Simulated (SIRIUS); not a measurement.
The system is BP.

```
P B
1.0
     0.00000    2.26900    2.26900
     2.26900    0.00000    2.26900
     2.26900    2.26900    0.00000
P B
1 1
Direct
  0.75000 0.75000 0.75000
  0.00000 0.00000 0.00000
```

Base run:

* Program: SIRIUS 7.12.0
* Functional: PBE
* Potentials or basis: all-electron FP-LAPW
* Cutoff: 242 eV
* Basis: apw+lo standard
* k mesh: 10 × 10 × 10
* Occupations: fermi-dirac, width 0.05 eV
* Spin: no spin polarisation

Its results: band gap on the k mesh 1.25 eV, indirect (least direct gap 3.41 eV).

Problem. The run is repeated on the same cell with these changes: functional from PBE to PBEsol. What comes out?

Solution. Band gap on the k mesh 1.14 eV, indirect (least direct gap 3.36 eV).

A k mesh can miss the band edges.

Not every run made on this cell is shown here.
